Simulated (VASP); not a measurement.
Here is a VASP 6.6.1 calculation.

INCAR

```
  PREC = Accurate
  ENCUT = 520
  EDIFF = 1E-6
  ISMEAR = -5
  SIGMA = 0.05
  LREAL = F
  LASPH = T
  NELM = 120
  ALGO = Fast
  ISIF = 2
  LWAVE = F
  LCHARG = F
  ISPIN = 2
  MAGMOM = 1
  LORBIT = 11
  LMAXMIX = 4
  LDAU = T
  LDAUTYPE = 1
  LDAUL = 2
  LDAUU = 8
  LDAUJ = 0.9
  LDAUPRINT = 1
  GGA = PE
  IVDW = 11
  LOPTICS = T
  NBANDS = 9
  NEDOS = 1000
  CSHIFT = 0.1
```

The input KPOINTS:

```
Automatic mesh
0
Gamma
  13 13 13
```

POSCAR

```
Ni
2.4573
    0.000000000000      0.707106553127      0.707106553127
    0.707106553127      0.000000000000      0.707106553127
    0.707106553127      0.707106553127      0.000000000000
Ni
1
Direct
    0.0000000000      0.0000000000      0.0000000000
```

Potentials or basis: VASP PAW PBE potentials, release 64 (Ni).

Launch:

```console
$ cat potpaw_PBE.64/Ni/POTCAR > POTCAR
$ mpirun -np 1 vasp_std > vasp.out
```

Task: What does it give for the dispersion energy per atom?

Result: -0.411 eV.

Task: What does it give for the band gap on the k mesh?

Result: None (metal or under the smearing width).

Task: What does it give for the net moment?

Result: 0.78 μB per cell.

Task: What does it give for the pressure?

Result: -12.7 GPa.

Eigenvalues of the final occupation matrices:
| site | spin | trace | eigenvalues |
| --- | --- | --- | --- |
| site 1 d | 1 | 4.76 | 0.95 0.95 0.95 0.95 0.95 |
| site 1 d | 2 | 3.86 | 0.66 0.66 0.66 0.94 0.94 |

Caveat: pairwise dispersion overbinds metals, which lowers pressure and volume; the U is typed as a test and isn't derived for this compound; tetrahedron occupations give inexact forces and stress in metals. The state reached can hang on the start; a lower one may exist.
